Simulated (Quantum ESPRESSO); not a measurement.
BN in Quantum ESPRESSO: the effect of functional

Crystal: BN.

```
N B
1.0
     2.49824    0.00000    0.00000
    -1.24912    2.16354    0.00000
     0.00000    0.00000    6.63570
N B
2 2
Direct
  0.66667 0.33333 0.25000
  0.33333 0.66667 0.75000
  0.66667 0.33333 0.75000
  0.33333 0.66667 0.25000
```

Alike in all runs:

| Property | Result |
| --- | --- |
| Program | Quantum ESPRESSO 7.5 |
| Task | dielectric tensor |
| Cutoff | 612 eV |
| Density cutoff | 4898 eV |
| k mesh | 8 × 8 × 2, shifted |
| Occupations | fermi-dirac, width 0.05 eV |
| Spin | no spin polarisation |

**Question.** One run gave: pressure 8.8 GPa; dielectric constant 4.00 mean. Which functional did it use?
A. BLYP
B. LDA
C. WC
D. PBEsol
E. AM05

**Answer.** A.

```tsv
functional	potentials or basis	pressure (GPa)	dielectric constant (mean)
LDA	GBRV 1.5 LDA	-2.1	4.14
PBEsol	GBRV 1.5 PBEsol	2.5	4.11
WC	GBRV 1.5 PBE	2.2	4.12
BLYP	GBRV 1.5 PBE	8.8	4.00
AM05	GBRV 1.5 PBE	2.8	4.10
```

Caveats: all runs use coarse meshes; this functional lacks dispersion, which binds the layers, so the pressure and a relaxed spacing across them are unreliable (some runs); the potentials were made for another functional, which shifts forces and pressure (some runs); the cell is more than 3 GPa from zero pressure, which shifts response properties (some runs).

Runs at the PBE level aren't shown here.
